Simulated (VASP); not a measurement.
# CdS (Hawleyite): X-ray absorption with a core hole, part 2 of 3

Aim: an X-ray absorption edge of CdS (Hawleyite) by the supercell core-hole method. The cell has space group F-43m. The start is a cell from a database of measured crystal structures.

VASP 6.6.1, plane waves and PAW; the level of theory is named at each step.

So far: The structure; Supercell without a hole.

## 2. Supercell without a hole (continued)

Level of this step: r2SCAN; plane waves and PAW (Cd, Cd, S) (VASP).

From OUTCAR (step 2):

```text
ion  position               nearest neighbor table
   1  0.000  0.000  0.000-  54 2.53  48 2.53  52 2.53  36 2.53
   2  0.000  0.000  0.333-  52 2.53  46 2.53  34 2.53  53 2.53
   3  0.000  0.000  0.667-  35 2.53  47 2.53  53 2.53  54 2.53
   4  0.000  0.333  0.000-  48 2.53  46 2.53  30 2.53  51 2.53
   5  0.000  0.333  0.333-  46 2.53  28 2.53  47 2.53  49 2.53
   6  0.000  0.333  0.667-  29 2.53  47 2.53  48 2.53  50 2.53
   7  0.000  0.667  0.000-  33 2.53  49 2.53  51 2.53  54 2.53
   8  0.000  0.667  0.333-  31 2.53  49 2.53  50 2.53  52 2.53
   9  0.000  0.667  0.667-  32 2.53  51 2.53  53 2.53  50 2.53
  10  0.333  0.000  0.000-  36 2.53  34 2.53  30 2.53  45 2.53
  11  0.333  0.000  0.333-  34 2.53  28 2.53  35 2.53  43 2.53
  12  0.333  0.000  0.667-  29 2.53  35 2.53  36 2.53  44 2.53
  13  0.333  0.333  0.000-  30 2.53  28 2.53  33 2.53  39 2.53
  14  0.333  0.333  0.333-  28 2.53  29 2.53  31 2.53  37 2.53
  15  0.333  0.333  0.667-  29 2.53  30 2.53  32 2.53  38 2.53
  16  0.333  0.667  0.000-  31 2.53  33 2.53  36 2.53  42 2.53
  17  0.333  0.667  0.333-  31 2.53  32 2.53  34 2.53  40 2.53
  18  0.333  0.667  0.667-  33 2.53  35 2.53  41 2.53  32 2.53
  19  0.667  0.000  0.000-  39 2.53  43 2.53  45 2.53  54 2.53
  20  0.667  0.000  0.333-  37 2.53  43 2.53  44 2.53  52 2.53
  21  0.667  0.000  0.667-  38 2.53  45 2.53  53 2.53  44 2.53
  22  0.667  0.333  0.000-  37 2.53  39 2.53  42 2.53  48 2.53
  23  0.667  0.333  0.333-  37 2.53  38 2.53  40 2.53  46 2.53
  24  0.667  0.333  0.667-  39 2.53  41 2.53  47 2.53  38 2.53
  25  0.667  0.667  0.000-  40 2.53  45 2.53  51 2.53  42 2.53
  26  0.667  0.667  0.333-  41 2.53  43 2.53  49 2.53  40 2.53
  27  0.667  0.667  0.667-  42 2.53  44 2.53  50 2.53  41 2.53
  28  0.250  0.250  0.250-  14 2.53  11 2.53  13 2.53   5 2.53
  29  0.250  0.250  0.583-   6 2.53  12 2.53  14 2.53  15 2.53
  30  0.250  0.250  0.917-  13 2.53  10 2.53   4 2.53  15 2.53
  31  0.250  0.583  0.250-   8 2.53  14 2.53  16 2.53  17 2.53
  32  0.250  0.583  0.583-   9 2.53  15 2.53  17 2.53  18 2.53
  33  0.250  0.583  0.917-   7 2.53  13 2.53  16 2.53  18 2.53
  34  0.250  0.917  0.250-  11 2.53  10 2.53   2 2.53  17 2.53
  35  0.250  0.917  0.583-   3 2.53  11 2.53  12 2.53  18 2.53
  36  0.250  0.917  0.917-  10 2.53   1 2.53  12 2.53  16 2.53
  37  0.583  0.250  0.250-  14 2.53  20 2.53  22 2.53  23 2.53
  38  0.583  0.250  0.583-  15 2.53  21 2.53  23 2.53  24 2.53
  39  0.583  0.250  0.917-  13 2.53  19 2.53  22 2.53  24 2.53
  40  0.583  0.583  0.250-  17 2.53  23 2.53  25 2.53  26 2.53
  41  0.583  0.583  0.583-  18 2.53  24 2.53  26 2.53  27 2.53
  42  0.583  0.583  0.917-  16 2.53  22 2.53  27 2.53  25 2.53
  43  0.583  0.917  0.250-  11 2.53  19 2.53  20 2.53  26 2.53
  44  0.583  0.917  0.583-  12 2.53  20 2.53  27 2.53  21 2.53
  45  0.583  0.917  0.917-  10 2.53  19 2.53  21 2.53  25 2.53
  46  0.917  0.250  0.250-   5 2.53   4 2.53   2 2.53  23 2.53
  47  0.917  0.250  0.583-   3 2.53   5 2.53   6 2.53  24 2.53
  48  0.917  0.250  0.917-   4 2.53   1 2.53   6 2.53  22 2.53
  49  0.917  0.583  0.250-   5 2.53   7 2.53   8 2.53  26 2.53
  50  0.917  0.583  0.583-   6 2.53   8 2.53  27 2.53   9 2.53
  51  0.917  0.583  0.917-   4 2.53   7 2.53   9 2.53  25 2.53
  52  0.917  0.917  0.250-   2 2.53   1 2.53   8 2.53  20 2.53
  53  0.917  0.917  0.583-   2 2.53   3 2.53   9 2.53  21 2.53
  54  0.917  0.917  0.917-   1 2.53   3 2.53   7 2.53  19 2.53

  LATTYP: Found a face centered cubic cell.
 ALAT       =    17.4990000000

 Subroutine GETGRP returns: Found 24 space group operations
 (whereof 24 operations were pure point group operations)

The static configuration has the point symmetry T_d .

 Found      3 irreducible k-points:

   k-points           NKPTS =      3   k-points in BZ     NKDIM =      3   number of bands    NBANDS=    288

   dimension x,y,z NGX =    84 NGY =   84 NGZ =   84
   dimension x,y,z NGXF=   168 NGYF=  168 NGZF=  168

   ENCUT  =  400.0 eV  29.40 Ry    5.42 a.u.  20.18 20.18 20.18*2*pi/ulx,y,z

   NELECT =     486.0000    total number of electrons

 k-points in reciprocal lattice and weights: Automatic mesh
   0.00000000  0.00000000  0.00000000       0.125
   0.50000000  0.00000000  0.00000000       0.500
   0.50000000  0.50000000  0.00000000       0.375

 the core state eigenenergies are
   1-  1s -26626.3300  2s  -3971.9715  2p  -3569.3829  3s   -746.1675  3p   -612.8674
       3d   -404.2295  4s   -107.0277  4p    -67.4311
   2-  1s -26626.3300  2s  -3971.9715  2p  -3569.3828  3s   -746.1675  3p   -612.8673
       3d   -404.2295  4s   -107.0277  4p    -67.4311
   3-  1s -26626.3300  2s  -3971.9715  2p  -3569.3828  3s   -746.1675  3p   -612.8673
       3d   -404.2295  4s   -107.0277  4p    -67.4311
   4-  1s -26626.3300  2s  -3971.9715  2p  -3569.3828  3s   -746.1675  3p   -612.8673
       3d   -404.2295  4s   -107.0277  4p    -67.4311
   5-  1s -26626.3300  2s  -3971.9715  2p  -3569.3829  3s   -746.1675  3p   -612.8673
       3d   -404.2295  4s   -107.0277  4p    -67.4311
   6-  1s -26626.3300  2s  -3971.9715  2p  -3569.3828  3s   -746.1675  3p   -612.8673
       3d   -404.2295  4s   -107.0277  4p    -67.4311
   7-  1s -26626.3300  2s  -3971.9715  2p  -3569.3828  3s   -746.1675  3p   -612.8673
       3d   -404.2295  4s   -107.0277  4p    -67.4311
   8-  1s -26626.3300  2s  -3971.9715  2p  -3569.3828  3s   -746.1675  3p   -612.8673
       3d   -404.2295  4s   -107.0277  4p    -67.4311
   9-  1s -26626.3300  2s  -3971.9715  2p  -3569.3828  3s   -746.1675  3p   -612.8673
       3d   -404.2295  4s   -107.0277  4p    -67.4311
  10-  1s -26626.3300  2s  -3971.9715  2p  -3569.3828  3s   -746.1675  3p   -612.8673
       3d   -404.2295  4s   -107.0277  4p    -67.4311
  11-  1s -26626.3300  2s  -3971.9715  2p  -3569.3829  3s   -746.1675  3p   -612.8673
       3d   -404.2295  4s   -107.0277  4p    -67.4311
  12-  1s -26626.3300  2s  -3971.9715  2p  -3569.3828  3s   -746.1675  3p   -612.8673
       3d   -404.2295  4s   -107.0277  4p    -67.4311
  13-  1s -26626.3300  2s  -3971.9715  2p  -3569.3829  3s   -746.1675  3p   -612.8673
       3d   -404.2295  4s   -107.0277  4p    -67.4311
  14-  1s -26626.3300  2s  -3971.9715  2p  -3569.3829  3s   -746.1675  3p   -612.8673
       3d   -404.2295  4s   -107.0277  4p    -67.4311
  15-  1s -26626.3300  2s  -3971.9715  2p  -3569.3828  3s   -746.1675  3p   -612.8673
       3d   -404.2294  4s   -107.0277  4p    -67.4311
  16-  1s -26626.3300  2s  -3971.9715  2p  -3569.3828  3s   -746.1675  3p   -612.8673
       3d   -404.2295  4s   -107.0277  4p    -67.4311
  17-  1s -26626.3300  2s  -3971.9715  2p  -3569.3828  3s   -746.1675  3p   -612.8673
[...]
3d   -404.2295  4s   -107.0277  4p    -67.4311
  23-  1s -26626.3300  2s  -3971.9715  2p  -3569.3828  3s   -746.1675  3p   -612.8673
       3d   -404.2294  4s   -107.0277  4p    -67.4311
  24-  1s -26626.3300  2s  -3971.9715  2p  -3569.3828  3s   -746.1675  3p   -612.8673
       3d   -404.2294  4s   -107.0277  4p    -67.4311
  25-  1s -26626.3300  2s  -3971.9715  2p  -3569.3828  3s   -746.1675  3p   -612.8673
       3d   -404.2295  4s   -107.0277  4p    -67.4311
  26-  1s -26626.3300  2s  -3971.9715  2p  -3569.3828  3s   -746.1675  3p   -612.8673
       3d   -404.2294  4s   -107.0277  4p    -67.4311
  27-  1s -26626.3300  2s  -3971.9715  2p  -3569.3828  3s   -746.1675  3p   -612.8673
       3d   -404.2295  4s   -107.0277  4p    -67.4311
  28-  1s  -2428.4841  2s   -212.6236  2p   -157.2338
[...]
53-  1s  -2428.4839  2s   -212.6234  2p   -157.2336
  54-  1s  -2428.4840  2s   -212.6235  2p   -157.2337

 E-fermi :   1.3406

 k-point     1 :       0.0000    0.0000    0.0000
  band No.  band energies     occupation
    ...
    239       0.4623      2.00000
    240       0.4623      2.00000
    241       1.0526      2.00000
    242       1.0526      2.00000
    243       1.0526      2.00000
    244       2.6427      0.00000
    245       4.4910      0.00000
    246       4.4910      0.00000
    247       4.4910      0.00000
    248       4.4910      0.00000
    ...

 k-point     2 :       0.5000    0.0000    0.0000
  band No.  band energies     occupation
    ...
    239       0.2845      2.00000
    240       0.8437      2.00000
    241       0.8437      2.00000
    242       0.8437      2.00000
    243       0.8437      2.00000
    244       3.7812      0.00000
    245       3.7812      0.00000
    246       4.5264      0.00000
    247       5.1628      0.00000
    248       5.1628      0.00000
    ...

 k-point     3 :       0.5000    0.5000    0.0000
  band No.  band energies     occupation
    ...
    239       0.5013      2.00000
    240       0.7149      2.00000
    241       0.7149      2.00000
    242       0.7149      2.00000
    243       0.7149      2.00000
    244       4.2345      0.00000
    245       4.2345      0.00000
    246       4.8413      0.00000
    247       4.8413      0.00000
    248       4.8413      0.00000
    ...

  Total       11.6275675     11.6275675     11.6275675      0.0000000      0.0000000      0.0000000
  in kB       13.9065612     13.9065612     13.9065612      0.0000000      0.0000000      0.0000000
  external PRESSURE =      13.9065612 kB  Pullay stress =       0.0000000 kB

  energy-cutoff  :      400.00
  volume of cell :     1339.61
      direct lattice vectors                 reciprocal lattice vectors
     0.000000000  8.749500000  8.749500000    -0.057146123  0.057146123  0.057146123
     8.749500000  0.000000000  8.749500000     0.057146123 -0.057146123  0.057146123
     8.749500000  8.749500000  0.000000000     0.057146123  0.057146123 -0.057146123

 POSITION                                       TOTAL-FORCE (eV/Angst)
 -----------------------------------------------------------------------------------
      0.00000      0.00000      0.00000         0.000000     -0.000000     -0.000000
      2.91650      2.91650      0.00000        -0.000003     -0.000003      0.000000
      5.83300      5.83300      0.00000         0.000003      0.000003      0.000000
      2.91650      0.00000      2.91650        -0.000003      0.000000     -0.000003
      5.83300      2.91650      2.91650         0.000000     -0.000000     -0.000000
      8.74950      5.83300      2.91650        -0.000000      0.000003     -0.000003
      5.83300      0.00000      5.83300         0.000003      0.000000      0.000003
      8.74950      2.91650      5.83300        -0.000000     -0.000003      0.000003
     11.66600      5.83300      5.83300        -0.000001      0.000001      0.000001
      0.00000      2.91650      2.91650         0.000000     -0.000003     -0.000003
      2.91650      5.83300      2.91650        -0.000000      0.000000     -0.000000
      5.83300      8.74950      2.91650         0.000003     -0.000000     -0.000003
      2.91650      2.91650      5.83300        -0.000000     -0.000000      0.000000
      5.83300      5.83300      5.83300         0.000000      0.000000      0.000000
      8.74950      8.74950      5.83300         0.000000     -0.000000      0.000001
      5.83300      2.91650      8.74950         0.000003     -0.000003     -0.000000
      8.74950      5.83300      8.74950         0.000000      0.000001     -0.000000
     11.66600      8.74950      8.74950        -0.000001     -0.000000     -0.000000
      0.00000      5.83300      5.83300         0.000000      0.000003      0.000003
      2.91650      8.74950      5.83300        -0.000003     -0.000000      0.000003
      5.83300     11.66600      5.83300         0.000001     -0.000001      0.000001
      2.91650      5.83300      8.74950        -0.000003      0.000003     -0.000000
      5.83300      8.74950      8.74950         0.000001     -0.000000     -0.000000
      8.74950     11.66600      8.74950         0.000000     -0.000001     -0.000000
      5.83300      5.83300     11.66600         0.000001      0.000001     -0.000001
      8.74950      8.74950     11.66600         0.000000     -0.000000     -0.000001
     11.66600     11.66600     11.66600        -0.000001     -0.000001     -0.000001
      4.37475      4.37475      4.37475         0.000000     -0.000000     -0.000000
      7.29125      7.29125      4.37475         0.000004      0.000004      0.000015
     10.20775     10.20775      4.37475        -0.000004     -0.000004      0.000015
      7.29125      4.37475      7.29125         0.000004      0.000015      0.000004
     10.20775      7.29125      7.29125        -0.000011      0.000011      0.000011
     13.12425     10.20775      7.29125        -0.000015     -0.000004      0.000004
     10.20775      4.37475     10.20775        -0.000004      0.000015     -0.000004
     13.12425      7.29125     10.20775        -0.000015      0.000004     -0.000004
     16.04075     10.20775     10.20775        -0.000004      0.000004      0.000004
      4.37475      7.29125      7.29125         0.000015      0.000004      0.000004
      7.29125     10.20775      7.29125         0.000011     -0.000011      0.000011
     10.20775     13.12425      7.29125        -0.000004     -0.000015      0.000004
      7.29125      7.29125     10.20775         0.000011      0.000011     -0.000011
     10.20775     10.20775     10.20775        -0.000011     -0.000011     -0.000011
     13.12425     13.12425     10.20775         0.000000     -0.000000      0.000007
     10.20775      7.29125     13.12425        -0.000004      0.000004     -0.000015
     13.12425     10.20775     13.12425         0.000000      0.000007     -0.000000
     16.04075     13.12425     13.12425        -0.000007     -0.000000     -0.000000
      4.37475     10.20775     10.20775         0.000015     -0.000004     -0.000004
      7.29125     13.12425     10.20775         0.000004     -0.000015     -0.000004
     10.20775     16.04075     10.20775         0.000004     -0.000004      0.000004
      7.29125     10.20775     13.12425         0.000004     -0.000004     -0.000015
     10.20775     13.12425     13.12425         0.000007     -0.000000     -0.000000
     13.12425     16.04075     13.12425         0.000000     -0.000007     -0.000000
     10.20775     10.20775     16.04075         0.000004      0.000004     -0.000004
     13.12425     13.12425     16.04075         0.000000     -0.000000     -0.000007
     16.04075     16.04075     16.04075        -0.000004     -0.000004     -0.000004
 -----------------------------------------------------------------------------------
    total drift:                                0.000044      0.000044      0.000048

  FREE ENERGIE OF THE ION-ELECTRON SYSTEM (eV)
  ---------------------------------------------------
  free  energy   TOTEN  =      -801.2600271664 eV

  energy  without entropy=     -801.2600271664  energy(sigma->0) =     -801.26002717
```

The PAW data sets were made with PBE, which is usual practice but a small mismatch for other functionals.

Numbers from this step:

```yaml
free_energy_toten: -801.2600 eV
fermi_energy: 1.341 eV
pressure: 1.391 GPa
```

(Continued in part 3 of 3.)

[Lines on the potential files, build, host, timing and source positions are cut from VASP's logs without a mark.]

[Logs are printed without paths, hosts, clocks, repeated set-up lines and the standing remarks that a program may print on its own settings, such as how far it seeks lower states.]

[Hosts, paths, dates, database ids (printed as entryN), source tags and the programs' standing remarks are cut or masked in the printed files.]
